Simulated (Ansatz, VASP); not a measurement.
HfN: VASP beside Ansatz

```
Hf N
1.0
     0.00000    2.45482    2.45482
     2.45482    0.00000    2.45482
     2.45482    2.45482    0.00000
Hf N
1 1
Direct
  0.00000 0.00000 0.00000
  0.75000 0.75000 0.75000
```

The cell comes from a database or a generator and needn't be the stable form of this composition.

Alike in both runs: task single point; functional PBEsol; k mesh 6 × 6 × 6; occupations methfessel-paxton of order 1, width 0.15 eV; no spin polarisation.

|  | VASP | Ansatz |
| --- | --- | --- |
| version | VASP 6.6.1 | Ansatz 0.2.0 |
| potentials or method | VASP PAW PBE potentials, release 64 (Hf_pv, N) | plane waves, PAW |
| plane-wave cutoff (eV) | 520 | 490 |
| valence electrons in the cell | 15 | 31 |

Ansatz gave:

```
pressure (GPa) : -5.2
```

Question: What did VASP give for the same quantities?

Answer: Pressure (GPa): -6.1.

The functional is the same, so the differences come from potentials, cutoffs and numerics. The two sets of potentials don't hold the same shells in valence.

Caveats: the k mesh is coarse (spacing up to 0.37 Å⁻¹), so the values aren't converged; the PAW data sets were made with another functional, which shifts forces and pressure a little (VASP). Spin-orbit coupling is left out, which matters for the levels of Hf.
